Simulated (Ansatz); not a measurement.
## Relaxing WS₂

Computed with DFT r2SCAN, scalar-relativistic, plane waves, PAW in Ansatz 0.2.0. Settings: 500 eV cutoff, 12×12×2 k-mesh, Gaussian smearing of 0.02 eV, no spin polarisation.

What was changed in Te2Mo: Mo → W, Te → S on all its sites, cell and atoms relaxed.

Spin–orbit coupling is left out, which can shift energies with elements as heavy as these.

Command:

```bash
ansatz run input.yaml --threads 1 --pin off --max-ram 2560MiB --backend cpu --events-out ev --progress --plain --runs-dir out
```

Input:

```yaml
crystal:
  lattice:
    - [3.1788839622, 0.0, 0.0]
    - [-1.5894419811, 2.752994267, 0.0]
    - [0.0, 0.0, 13.0509023956]
  atoms:
    - { symbol: S, position: [0.3333333333, 0.6666666667, 0.6302625522] }
    - { symbol: S, position: [0.6666666667, 0.3333333333, 0.1302625522] }
    - { symbol: S, position: [0.6666666667, 0.3333333333, 0.3697374478] }
    - { symbol: S, position: [0.3333333333, 0.6666666667, 0.8697374478] }
    - { symbol: W, position: [0.3333333333, 0.6666666667, 0.25] }
    - { symbol: W, position: [0.6666666667, 0.3333333333, 0.75] }
basis:
  ecutwfc: 500
kpoints:
  mp_grid: { grid: [12, 12, 2] }
hamiltonian:
  xc: r2scan
scf:
  occupations: { method: gaussian, width: 0.02 }
output:
  forces: true
  stress: true
  eigenvalues: true
relax:
  adjacent_minimum: "off"
  f_tol: 0.01
  max_steps: 60
  cell: { stress_tol: 0.1 }
```

F is the free energy. Steps run on the plane waves of an earlier cell, but the last one, and at times one on the way, on a freshly chosen basis, so a repeated geometry can differ a little in energy.

Steps:

| step | F − F(1) (eV) | largest force component (eV/Å) | V (Å³/atom) | P (GPa) |
| --- | --- | --- | --- | --- |
| 1 | 0.0000 | 0.049 | 19.036 | -0.05 |
| 2 | 0.0017 | 0.075 | 19.189 | -0.14 |
| 3 | -0.0003 | 0.007 | 19.083 | 0.06 |
| 4 | -0.0004 | 0.007 | 19.083 | 0.06 |

Relaxed structure:

```
CELL_PARAMETERS angstrom
3.18127 0.00000 0.00000
-1.59064 2.75506 0.00000
0.00000 0.00000 13.06344
ATOMIC_POSITIONS crystal
S 0.33333 0.66667 0.63064
S 0.66667 0.33333 0.13064
S 0.66667 0.33333 0.36936
S 0.33333 0.66667 0.86936
W 0.33333 0.66667 0.25000
W 0.66667 0.33333 0.75000
```

Symmetry: P6_3/mmc, No. 194, hexagonal system. Conventional cell: a = 3.181 Å, b = 3.181 Å, c = 13.063 Å, α = 90.00°, β = 90.00°, γ = 120.00°. S (site symmetry 3m) is surrounded by 3 W at 2.41 Å. W (site symmetry -6m2) has 6 S at 2.41 Å as nearest neighbours.

The run converged. The run took 2.9 min on 1 thread of Intel(R) Xeon(R) Processor @ 2.50GHz (Skylake/Cascade Lake), with other jobs on the host, peak memory 0.7 GiB.